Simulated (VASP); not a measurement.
Input of a VASP 6.6.1 run:

The input INCAR:

```
SYSTEM = TiO2
  PREC = Accurate
  ENCUT = 600
  EDIFF = 1E-6
  ISMEAR = 0
  SIGMA = 0.03
  LREAL = .FALSE.
  LASPH = .TRUE.
  NELM = 80
  ALGO = Normal
  ISIF = 3
  LWAVE = .FALSE.
  LCHARG = .FALSE.
  GGA = PE
  IBRION = 2
  NSW = 90
  EDIFFG = -0.01
  KPAR = 2
```

KPOINTS

```
Automatic mesh
0
G
  10 10 10
  0 0 0
```

The input POSCAR:

```
TiO2
1.0
   -1.8921000000      1.8921000000      4.7573000000
    1.8921000000     -1.8921000000      4.7573000000
    1.8921000000      1.8921000000     -4.7573000000
Ti O
2 4
Direct
    0.0000000000      0.0000000000      0.0000000000
    0.7500000000      0.2500000000      0.5000000000
    0.2081000000      0.2081000000      0.0000000000
    0.9581000000      0.4581000000      0.5000000000
    0.5419000000      0.0419000000      0.5000000000
    0.7919000000      0.7919000000      0.0000000000
```

Potentials or basis: VASP PAW PBE potentials, release 64 (Ti_sv, O).

The run is started by

```sh
$ cat potpaw_PBE.64/Ti_sv/POTCAR potpaw_PBE.64/O/POTCAR > POTCAR
$ mpirun -np 2 vasp_std > vasp.out
```

**Question.** Estimate the relaxed volume.

**Answer.** 11.69 Å³/atom.

**Question.** Predict the relaxed cell.

**Answer.** a = 5.548 Å, b = 5.548 Å, c = 5.548 Å, α = 139.92°, β = 139.92°, γ = 57.97°.

Forces on the atoms (eV/Å):
```
Ti   0.000  0.000  0.000
Ti   0.000  0.000  0.000
O    0.000  0.000 -0.007
O    0.000  0.000 -0.007
O    0.000  0.000  0.007
O    0.000  0.000  0.007
```

PBE usually gives volumes a little too large and moduli too small. Zero-point motion and thermal expansion aren't in these numbers.
